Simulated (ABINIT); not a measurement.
**GaN (F-43m): changed settings of a GW run in ABINIT**

What do changed inputs do to GW on GaN (F-43m)?

Calculated with ABINIT 10.8.3; PBE and many-body steps on it, plane waves.

### 1. The starting structure

It takes space group F-43m (No. 216, cubic). The conventional cell has a = 4.507 Å, b = 4.507 Å, c = 4.507 Å, α = 90.00°, β = 90.00°, γ = 90.00°. Nearest to Ga lie 4 N at 1.95 Å. N has 4 Ga at 1.95 Å nearest. Farther neighbours and most contacts between anions are not listed.

Structure file:

```cif
data_structure
_symmetry_space_group_name_H-M 'P 1'
_symmetry_Int_Tables_number 1
_cell_length_a 3.1869
_cell_length_b 3.1869
_cell_length_c 3.1869
_cell_angle_alpha 60.000
_cell_angle_beta 60.000
_cell_angle_gamma 60.000
_cell_volume 22.89
loop_
_atom_site_label
_atom_site_type_symbol
_atom_site_fract_x
_atom_site_fract_y
_atom_site_fract_z
_atom_site_occupancy
Ga1 Ga 0.00000 0.00000 0.00000 1
N2 N 0.75000 0.75000 0.75000 1
```

The cell and positions are those that the Materials Project relaxed with its own functionals (PBE, PBE+U or r2SCAN), kept fixed. This is not the form that GaN usually takes at ambient conditions.

### 2. Screening, 6×6×6 mesh, 202 bands, screening to 304.8 eV

This step: ABINIT 10.8.3; RPA screening on PBE, plane waves, norm-conserving pseudopotentials.

The RPA dielectric matrix is built and inverted for each q.

Input file run.abi:

```
acell 3*1.0 Angstrom
rprim 
  0.000000000000 2.253500607500 2.253500607500
  2.253500607500 0.000000000000 2.253500607500
  2.253500607500 2.253500607500 0.000000000000
ntypat 2
znucl 31 7
natom 2
typat 1 2
xred 
  0.000000000000 0.000000000000 0.000000000000
  0.750000000000 0.750000000000 0.750000000000
pp_dirpath "pseudos"
pseudos "Ga.upf, N.upf"
ecut 36
ngkpt 6 6 6
nshiftk 1
shiftk 0 0 0
kptopt 1
chksymbreak 0
istwfk *1
occopt 1
irdwfk 1
optdriver 3
nband 202
ecuteps 11.2
inclvkb 2
awtr 1
symchi 1
indata_prefix "in"
outdata_prefix "out"
tmpdata_prefix "tmp"
```

Started as:

```bash
$ OMP_NUM_THREADS=1 mpirun -n 4 abinit run.abi > log
```

The program printed:

```text
.Version 10.8.3 of ABINIT. v10.8.2 released Aug 2026.

 Symmetries : space group F-4 3 m (#216); Bravais cF (face-center cubic)
[... echo of the input left out ...]
== DATASET  1 ==================================================================
-   mpi_nproc: 4, omp_nthreads: 1 (-1 if OMP is not activated)

--- !DatasetInfo
iteration_state: {dtset: 1, }
dimensions: {natom: 2, nkpt: 16, mband: 202, nsppol: 1, nspinor: 1, nspden: 1, mpw: 1639, }
cutoff_energies: {ecut:  36.0, pawecutdg:  -1.0, }
electrons: {nelect:   1.80000000E+01, charge:   0.00000000E+00, occopt:   1.00000000E+00, tsmear:   1.00000000E-02, }

 SCREENING: Calculation of the susceptibility and dielectric matrices

 Based on a program developped by R.W. Godby, V. Olevano, G. Onida, and L. Reining.
 Incorporated in ABINIT by V. Olevano, G.-M. Rignanese, and M. Torrent.
.Using double precision arithmetic ; gwpc =  8

[... cell and pseudopotentials left out ...]
--------------------------------------------------------------------------------

 ==== K-mesh for the wavefunctions ====
 Number of points in the irreducible wedge :    16
[... list of points left out ...]
 Together with 24 symmetry operations and time-reversal symmetry
 yields   216 points in the full Brillouin Zone.

 ==== Q-mesh for the screening function ====
 Number of points in the irreducible wedge :    16
[... list of points left out ...]
 Together with 24 symmetry operations and time-reversal symmetry
 yields   216 points in the full Brillouin Zone.

 setmesh: FFT mesh size selected  =    25x   25x   25
          total number of points  =        15625

 vcoul_init : cutoff-mode = AUXILIARY_FUNCTION
 q-points for optical limit:   1
     1)      0.000010    0.000020    0.000030

- screening: taking advantage of time-reversal symmetry
- Maximum band index for partially occupied states nbvw = 9
- Remaining bands to be divided among processors   nbcw = 193
- Number of bands treated by each node ~48

 Number of electrons calculated from density =   18.0000; Expected =   18.0000
 average of density, n =  0.116539
 r_s =    1.2700
 omega_plasma =   32.9300 [eV]

 calculating chi0 at frequencies [eV] :
  1    0.000000E+00    0.000000E+00
  2    0.000000E+00    3.293002E+01

--------------------------------------------------------------------------------
  q-point number  1        q = ( 0.000000, 0.000000, 0.000000) [r.l.u.]
--------------------------------------------------------------------------------
[... chi0 elements left out ...]
 For q-point:  0.000010 0.000020 0.000030
  dielectric constant =   6.3907
  dielectric constant without local fields =   6.8924

  Average fulfillment of the sum rule on Im[epsilon] for q-point    1 :    113.91  [%]
[... wings left out ...]
  q-point number  2        q = ( 0.166667, 0.000000, 0.000000) [r.l.u.]
--------------------------------------------------------------------------------
[... chi0 elements left out ...]
  Average fulfillment of the sum rule on Im[epsilon] for q-point    2 :    146.27  [%]

 [... 14 further q-points ...]
```

It took 89 s on 4 MPI ranks of AMD EPYC 9R45, shared host; peak memory 1.4 GiB.

Numbers from this step:

- ε∞ with local fields, on this mesh, along the program's q direction: 6.391
- the same without local fields: 6.892
- plasma frequency: 32.93 eV
- plane waves in the screening matrix: 283

Local fields lower ε∞ by 7 %.

### 3. Base

The self-energy is evaluated for the states that the input lists, and the levels follow from it, in one-shot runs by the linearised quasiparticle equation.

This step: G0W0 on PBE, plane waves, norm-conserving pseudopotentials.

run.abi, as its differences from that of step 2:

```diff
@@ -23,8 +23,15 @@
 irdwfk 1
-optdriver 3
+optdriver 4
 nband 202
+gwcalctyp 0
+ecutsigx 36
+symsigma 1
+nkptgw 1
+kptgw 
+  0.0000000000 0.0000000000 0.0000000000
+bdgw 
+  7 13
 ecuteps 11.2
-inclvkb 2
-awtr 1
-symchi 1
+irdscr 1
+ppmodel 1
 indata_prefix "in"
```

The program printed:

```text
.Version 10.8.3 of ABINIT. v10.8.2 released Aug 2026.

 Symmetries : space group F-4 3 m (#216); Bravais cF (face-center cubic)
[... echo of the input left out ...]
== DATASET  1 ==================================================================
-   mpi_nproc: 4, omp_nthreads: 1 (-1 if OMP is not activated)

--- !DatasetInfo
iteration_state: {dtset: 1, }
dimensions: {natom: 2, nkpt: 16, mband: 202, nsppol: 1, nspinor: 1, nspden: 1, mpw: 1639, }
cutoff_energies: {ecut:  36.0, pawecutdg:  -1.0, }
electrons: {nelect:   1.80000000E+01, charge:   0.00000000E+00, occopt:   1.00000000E+00, tsmear:   1.00000000E-02, }

 SIGMA: Calculation of the GW corrections

 Based on a program developped by R.W. Godby, V. Olevano, G. Onida, and L. Reining.
 Incorporated in ABINIT by V. Olevano, G.-M. Rignanese, and M. Torrent.
.Using double precision arithmetic ; gwpc =  8

[... cell and pseudopotentials left out ...]
--------------------------------------------------------------------------------

 ==== K-mesh for the wavefunctions ====
 Number of points in the irreducible wedge :    16
[... list of points left out ...]
 Together with 24 symmetry operations and time-reversal symmetry
 yields   216 points in the full Brillouin Zone.

 ==== Q-mesh for screening function ====
 Number of points in the irreducible wedge :    16
[... list of points left out ...]
 Together with 24 symmetry operations and time-reversal symmetry
 yields   216 points in the full Brillouin Zone.

 vcoul_init : cutoff-mode = AUXILIARY_FUNCTION
 q-points for optical limit:   1
     1)      0.000010    0.000020    0.000030
 setmesh: FFT mesh size selected  =    36x   36x   36
          total number of points  =        46656

 Number of electrons calculated from density =   18.0000; Expected =   18.0000
 average of density, n =  0.116539
 r_s =    1.2700
 omega_plasma =   32.9300 [eV]

 === KS Band Gaps ===
  >>>> For spin  1
   Minimum direct gap =   1.7587 [eV], located at k-point      :   0.0000  0.0000  0.0000
   Fundamental gap    =   1.7587 [eV], Top of valence bands at :   0.0000  0.0000  0.0000
                                       Bottom of conduction at :   0.0000  0.0000  0.0000
 SIGMA fundamental parameters:
 PLASMON POLE MODEL  1
 number of plane-waves for SigmaX                 1639
 number of plane-waves for SigmaC and W            283
 number of plane-waves for wavefunctions          1639
 number of bands                                   202
 number of independent spin polarizations            1
 number of spinorial components                      1
 number of k-points in IBZ                          16
 number of q-points in IBZ                          16
 number of symmetry operations                      24
 number of k-points in BZ                          216
 number of q-points in BZ                          216
 number of frequencies for dSigma/dE                 9
 frequency step for dSigma/dE [eV]                0.25
 number of omega for Sigma on real axis              0
 max omega for Sigma on real axis  [eV]           0.00
 zcut for avoiding poles [eV]                     0.10

 EPSILON^-1 parameters (SCR file):
 dimension of the eps^-1 matrix on file            283
 dimension of the eps^-1 matrix used               283
 number of plane-waves for wavefunctions          1639
 number of bands                                   202
 number of q-points in IBZ                          16
 number of frequencies                               2
 number of real frequencies                          1
 number of imag frequencies                          1

 matrix elements of self-energy operator (all in [eV])

 Perturbative Calculation

--- !SelfEnergy_ee
iteration_state: {dtset: 1, }
kpoint     : [   0.000,    0.000,    0.000, ]
spin       : 1
KS_gap     :    1.759
QP_gap     :    2.164
Delta_QP_KS:    0.405
data: !SigmaeeData |
     Band     E0 <VxcDFT>   SigX SigC(E0)      Z dSigC/dE  Sig(E)    E-E0       E
        7   5.322 -18.356 -21.281   2.447   0.795  -0.258 -18.737  -0.381   4.941
        8   5.322 -18.356 -21.281   2.447   0.795  -0.258 -18.737  -0.381   4.941
        9   5.322 -18.356 -21.281   2.447   0.795  -0.258 -18.737  -0.381   4.941
       10   7.081 -13.893  -9.985  -3.878   0.820  -0.220 -13.869   0.024   7.105
       11  15.678 -12.135  -7.192  -4.972   0.838  -0.193 -12.159  -0.024  15.654
       12  15.678 -12.135  -7.192  -4.972   0.838  -0.193 -12.159  -0.024  15.654
       13  15.678 -12.135  -7.192  -4.972   0.838  -0.193 -12.159  -0.024  15.654

== END DATASET(S) ==============================================================
================================================================================

 -outvars: echo values of variables after computation  --------
           etotal      0.0000000000E+00
            nband         202
             nkpt          16
          spgroup         216
 [... the other variables as echoed above ...]

 Calculation completed.
```

The job ended after 16 s (4 MPI ranks; peak memory 1.5 GiB).

This step gave:

* G0W0 gap on the points computed: 2.164 eV
* starting gap on the mesh: 1.759 eV
* k of the valence top: 0, 0, 0
* k of the conduction bottom: 0, 0, 0
* Z at the valence top: 0.795
* Z at the conduction bottom: 0.82
* least direct G0W0 gap on the computed points: 2.164 eV

The gap on the mesh goes from 1.76 eV to 2.16 eV, a correction of +0.41 eV.

### 4. Coulomb singularity

run.abi, as its differences from that of step 3:

```diff
@@ -36,2 +36,3 @@
 ppmodel 1
+gw_icutcoul 3
 indata_prefix "in"
```

The program printed:

```text
.Version 10.8.3 of ABINIT. v10.8.2 released Aug 2026.

 Symmetries : space group F-4 3 m (#216); Bravais cF (face-center cubic)
[... echo of the input left out ...]
== DATASET  1 ==================================================================
-   mpi_nproc: 4, omp_nthreads: 1 (-1 if OMP is not activated)

--- !DatasetInfo
iteration_state: {dtset: 1, }
dimensions: {natom: 2, nkpt: 16, mband: 202, nsppol: 1, nspinor: 1, nspden: 1, mpw: 1639, }
cutoff_energies: {ecut:  36.0, pawecutdg:  -1.0, }
electrons: {nelect:   1.80000000E+01, charge:   0.00000000E+00, occopt:   1.00000000E+00, tsmear:   1.00000000E-02, }

 SIGMA: Calculation of the GW corrections

 Based on a program developped by R.W. Godby, V. Olevano, G. Onida, and L. Reining.
 Incorporated in ABINIT by V. Olevano, G.-M. Rignanese, and M. Torrent.
.Using double precision arithmetic ; gwpc =  8

[... cell and pseudopotentials left out ...]
--------------------------------------------------------------------------------

 ==== K-mesh for the wavefunctions ====
 Number of points in the irreducible wedge :    16
[... list of points left out ...]
 Together with 24 symmetry operations and time-reversal symmetry
 yields   216 points in the full Brillouin Zone.

 ==== Q-mesh for screening function ====
 Number of points in the irreducible wedge :    16
[... list of points left out ...]
 Together with 24 symmetry operations and time-reversal symmetry
 yields   216 points in the full Brillouin Zone.

 vcoul_init : cutoff-mode = CRYSTAL
 q-points for optical limit:   1
     1)      0.000010    0.000020    0.000030
 setmesh: FFT mesh size selected  =    36x   36x   36
          total number of points  =        46656

 Number of electrons calculated from density =   18.0000; Expected =   18.0000
[...]
number of q-points in BZ                          216
 number of frequencies for dSigma/dE                 9
 frequency step for dSigma/dE [eV]                0.25
 number of omega for Sigma on real axis              0
 max omega for Sigma on real axis  [eV]           0.00
 zcut for avoiding poles [eV]                     0.10

 EPSILON^-1 parameters (SCR file):
 dimension of the eps^-1 matrix on file            283
 dimension of the eps^-1 matrix used               283
 number of plane-waves for wavefunctions          1639
 number of bands                                   202
 number of q-points in IBZ                          16
 number of frequencies                               2
 number of real frequencies                          1
 number of imag frequencies                          1

 matrix elements of self-energy operator (all in [eV])

 Perturbative Calculation

--- !SelfEnergy_ee
iteration_state: {dtset: 1, }
kpoint     : [   0.000,    0.000,    0.000, ]
spin       : 1
KS_gap     :    1.759
QP_gap     :    2.120
Delta_QP_KS:    0.361
data: !SigmaeeData |
     Band     E0 <VxcDFT>   SigX SigC(E0)      Z dSigC/dE  Sig(E)    E-E0       E
        7   5.322 -18.356 -20.877   2.276   0.800  -0.251 -18.552  -0.196   5.126
        8   5.322 -18.356 -20.877   2.276   0.800  -0.251 -18.552  -0.196   5.126
        9   5.322 -18.356 -20.877   2.276   0.800  -0.251 -18.552  -0.196   5.126
       10   7.081 -13.893  -9.985  -3.707   0.824  -0.213 -13.728   0.165   7.246
       11  15.678 -12.135  -7.192  -4.801   0.843  -0.186 -12.015   0.120  15.798
       12  15.678 -12.135  -7.192  -4.801   0.843  -0.186 -12.015   0.120  15.798
       13  15.678 -12.135  -7.192  -4.801   0.843  -0.186 -12.015   0.120  15.798

== END DATASET(S) ==============================================================
================================================================================

 -outvars: echo values of variables after computation  --------
           etotal      0.0000000000E+00
            nband         202
             nkpt          16
          spgroup         216
 [... the other variables as echoed above ...]

 Calculation completed.
```

The job ended after 16 s (4 MPI ranks; peak memory 1.5 GiB; 61 s of CPU time).

This step gave:

| Quantity | Value |
| --- | --- |
| G0W0 gap on the points computed | 2.12 eV |
| starting gap on the mesh | 1.759 eV |
| k of the valence top | 0, 0, 0 |
| k of the conduction bottom | 0, 0, 0 |
| Z at the valence top | 0.8 |
| Z at the conduction bottom | 0.824 |
| least direct G0W0 gap on the computed points | 2.12 eV |

Against G0W0 in ABINIT (6×6×6 mesh, 202 bands, screening to 304.8 eV, Godby-Needs plasmon pole), the gap moves by −0.044 eV.

### 5. Side by side

Times are wall times on 4 MPI ranks of AMD EPYC 9R45, shared host, good to a factor of about two. A run's time includes the screening step that it read.

```
                run   mesh  bands  screening cutoff (eV)  DFT gap (eV)  gap on the mesh (eV)  direct (eV)  ε∞ used     time
               base  6×6×6    202                  304.8         1.759                 2.164        2.164     6.39  1.8 min
Coulomb singularity  6×6×6    202                  304.8         1.759                 2.120        2.120     6.39  1.8 min
```

### 6. Summary of results

- base: 2.164 eV
- Coulomb singularity: 2.120 eV
- known limits: not at the basis limit; exchange with frozen shells missing; no spin-orbit coupling

**Reading.** Coulomb singularity: −0.044 eV against base (keys changed: gw_icutcoul). Bands and cutoff are finite, so the gap is not at the basis limit. The miss can reach some tenths of an eV and take either sign; the mesh is an error of its own. In the G0W0 runs levels were corrected at 1 k point alone, so a gap called «on the mesh» is the least over those, and an edge elsewhere would be missed. The norm-conserving file of at least one element keeps a d shell over frozen s and p shells of the same row. Exchange with those shells is missing from the self-energy, an error of 0.3 to 0.9 eV in cases checked, whose sign depends on which edge lies on those atoms. The many-body steps are scalar-relativistic: spin-orbit coupling is not in them.

[Paths, hosts, dates, memory and timing lines, banners, echoed tables and standing remarks are left out of the program output.]

[Logs are printed without paths, hosts, clocks, repeated set-up lines and the standing remarks that a program may print on its own settings, such as how far it seeks lower states.]

[Runs of the session that timed out or met a known fault of the program may be left out.]

[Hosts, paths, dates, database ids (printed as entryN), source tags and the programs' standing remarks are cut or masked in the printed files.]

[G0W0 gaps are taken among the corrected bands and points alone; a level outside them can change the order at an edge.]

[Where Ansatz stands beside ABINIT at settings called matched, ABINIT's density can come from a denser mesh and the files from another edition; pairs whose starting gaps differed by over 0.03 eV were left out, so agreement reads better than it is.]
